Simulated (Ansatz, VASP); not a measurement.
One calculation of ZrB2, two programs

```
CELL_PARAMETERS angstrom
3.16500 0.00000 0.00000
-1.58250 2.74097 0.00000
0.00000 0.00000 3.52000
ATOMIC_POSITIONS crystal
Zr 0.00000 0.00000 0.00000
B 0.33333 0.66667 0.50000
B 0.66667 0.33333 0.50000
```

Alike in both runs: task electric field gradients; functional PBE; k mesh 12 × 12 × 9; occupations fermi-dirac, width 0.05 eV; no spin polarisation.

```csv
,VASP,Ansatz
version,VASP 6.6.1,Ansatz 0.2.0
potentials or method,"VASP PAW PBE potentials, release 64 (Zr_sv, B), cutoff 520 eV","all-electron PAW with datasets made for the crystal, scalar-relativistic"
```

|  | VASP | Ansatz | Ansatz less VASP |
| --- | --- | --- | --- |
| pressure (GPa) | 2.5 | 2.4 | -0.11 |
| largest component of the traceless stress (GPa) | 1.02 | 1.02 | 0.000 |
| Vzz of the field gradient on the site that differs most (V/Å²) | 41.1 | 44.5 | +3.36 |

Ansatz ran all-electron here, so the differences hold the error of VASP's frozen core and of both bases. Ansatz warned: «gradients_without_spin_orbit».
